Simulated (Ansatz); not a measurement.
The following input was run with Ansatz 0.2.0.

```yaml
crystal:
  lattice:
    - [3.2404404435, 0.0, 0.0]
    - [-1.6202202218, 2.8629947229, -0.0572925512]
    - [0.0, -0.0996576334, 4.8575123672]
  atoms:
    - { symbol: Mg, position: [0.3336864598, 0.6673729295, -0.0013698135] }
    - { symbol: Mg, position: [0.6593043199, 0.3186086297, 0.51851467] }
    - { symbol: O, position: [0.32659884, 0.6531976899, 0.4168522014] }
    - { symbol: O, position: [0.6804103804, 0.3608207508, 0.8752029421] }
basis:
  ecutwfc: 420
kpoints:
  mp_grid: { grid: [9, 9, 6] }
hamiltonian:
  xc: pbe
scf:
  occupations: { method: gaussian, width: 0.02 }
output:
  forces: true
  stress: true
  eigenvalues: true
  populations: true
```

Launched with
```bash
ansatz run input.yaml --threads 1 --pin off --max-ram 1331MiB --backend cpu --events-out ev --progress --plain --runs-dir out
```

Method: Ansatz 0.2.0, DFT PBE, scalar-relativistic, plane waves, PAW.

Part of what the program printed, abridged:

```
Pseudopotentials: kind: paw
Pseudopotential: Mg, paw, valence charge 10, recommended cutoff 420 eV (normal)
Pseudopotential: O, paw, valence charge 6, recommended cutoff 420 eV (normal)
Functional definition: PBE
Crystal: 4 atoms, lattice volume = 45.046 Å³
Basis set: ecut = 420 eV, 899 PW (Γ), exchange–correlation on 48×48×72 points (8 copies of the dense FFT grid, shifted against one another)
Bands: 20, of which v1, the nominal top of the filled ones, is band 16 counted from 1 (15 counted from 0)
Symmetry: 2 space group operations
Space group: Cm (ITA 8), of the structure as read, at distance tolerance 3.6e-5 Å
k-points: 140 of 486 (time reversal used)
Initial density: superposition of atomic densities (neutral atoms: chi_scale 0, normalization atom), corrected by the library's trained network
Initial wavefunctions: pseudopotential atomic-orbital guess
Functional: x = pbe(κ = 0.804, μ = 0.21951497), c = pbe(β = 0.06672455)
SCF iter   1: F=—  HF=-4987.408774 eV  |F-HF|=—  |Δ(HF+E_count)|=         —  Δρ=1.42e-3  dr2=7.32e-4  ethr=1.77e-3  ⟨swp⟩=6.0  Hψ=13312  notcnv=0
SCF iter   2: F=—  HF=-4987.408386 eV  |F-HF|=—  |Δ(HF+E_count)|=   3.88e-4  Δρ=8.45e-4  dr2=1.95e-4  ethr=2.29e-6  ⟨swp⟩=2.1  Hψ=6486  notcnv=0
SCF iter   3: F=—  HF=-4987.408299 eV  |F-HF|=—  |Δ(HF+E_count)|=   8.64e-5  Δρ=3.16e-4  dr2=2.46e-5  ethr=6.08e-7  ⟨swp⟩=2.0  Hψ=3780  notcnv=0
SCF iter   4: F=—  HF=-4987.408148 eV  |F-HF|=—  |Δ(HF+E_count)|=   1.51e-4  Δρ=1.81e-4  dr2=1.14e-5  ethr=7.68e-8  ⟨swp⟩=2.0  Hψ=5040  notcnv=0
SCF iter   5: F=—  HF=-4987.408145 eV  |F-HF|=—  |Δ(HF+E_count)|=   3.09e-6  Δρ=5.79e-5  dr2=8.12e-7  ethr=3.56e-8  ⟨swp⟩=2.0  Hψ=3872  notcnv=0
SCF iter   6: F=—  HF=-4987.408145 eV  |F-HF|=—  |Δ(HF+E_count)|=   2.05e-7  Δρ=2.32e-5  dr2=1.11e-7  ethr=2.54e-9  ⟨swp⟩=2.0  Hψ=3831  notcnv=0
SCF iter   7: F=-4987.408145 eV  HF=-4987.408145 eV  |F-HF|=1.19e-8  |Δ(HF+E_count)|=   1.19e-7  Δρ=6.27e-6  dr2=5.87e-9  ethr=3.13e-10  ⟨swp⟩=5.0  Hψ=12204  notcnv=0
SCF 1 converged in 7 iterations: F = -4987.408145 eV  dr2 = 5.87e-9
SCF converged after 7 iterations
Free energy (F): -4987.408145 eV
Harris-Foulkes:  -4987.408145 eV  (|F-HF|=1.19e-8)
Internal energy: -4987.408145 eV  (E = F + TS)
E sigma→0 (E₀):  -4987.408145 eV
Fermi energy:    7.329749 eV
--- Per-component energies (eV) ---
  E_band       = -651.483799
  E_kinetic    = 512.168549
  E_local      = -3711.333045  (includes V_loc(G=0)·N_el)
  E_nonlocal   = 286.554553
  E_hartree    = 1326.652128
  E_xc         = -210.226698
  E_vxc        = -269.282974  (∫ρ·V_xc dr)
  E_paw        = -899.336954  (= ΣΔE_a)
  E_vpaw       = -122.904884  (= ΣTr[D̂ρ^β])
  E_aug_tail   = 0.005005  (compensation charges beyond the density's cutoff)
  E_ewald      = -2291.891683
  E_smearing   =  0.000000  (= −TS)
--- Forces (eV/Å), atoms counted from 1 ---
  atom   1  Mg     0.00000000     0.72039327     0.28294155
  atom   2  Mg     0.00000000    -0.02065851    -3.46267860
  atom   3  O      0.00000000     0.07190487    -1.04263939
  atom   4  O      0.00000000    -0.77163564     4.22235350
--- Stress (GPa, compression-positive) ---
       11.546693       0.000000       0.000000
        0.000000       4.050740       4.706433
        0.000000       4.706428      27.312707
  P = ⅓ Tr σ = 14.3034 GPa (143.034 kbar)
--- Band table (eV; the first three rows and the last of 140) ---
  k-point 0: bands = ["-66.5433", "-65.6685", "-33.3136", "-33.3027", "-33.2784", "-32.4830", "-32.4121", "-32.4026", "-10.9551", "-9.8873", "2.1863", "4.5756", "4.6918", "5.0855", "5.2405", "5.4698", "9.1897", "14.3145", "16.1831", "19.7808"]
  k-point 1: bands = ["-66.5433", "-65.6685", "-33.3134", "-33.3026", "-33.2784", "-32.4834", "-32.4121", "-32.4026", "-10.9043", "-9.9458", "2.3352", "4.5920", "4.6985", "5.0467", "5.1218", "5.2205", "9.6192", "13.8054", "16.7223", "19.8022"]
  k-point 2: bands = ["-66.5433", "-65.6686", "-33.3130", "-33.3024", "-33.2784", "-32.4843", "-32.4121", "-32.4026", "-10.7780", "-10.0874", "2.7644", "4.2877", "4.6286", "4.7212", "5.0651", "5.1765", "10.5683", "12.8305", "17.7962", "19.7783"]
  k-point 139: bands = ["-66.5416", "-65.6669", "-33.3176", "-33.3062", "-33.3017", "-32.4805", "-32.4383", "-32.4123", "-10.2677", "-9.8261", "2.3989", "2.6936", "3.9075", "4.3011", "4.9678", "5.1379", "12.8632", "13.9967", "15.6738", "17.0307"]
--- Löwdin populations: 4 sites ---
  site symbol q [e]
     0     Mg      8.4679
     1     Mg      8.4483
     2      O      7.3941
     3      O      7.4240
  spilling = 0.008304 (of n_electrons = 32.000000)
```

The calculation finished and met its thresholds.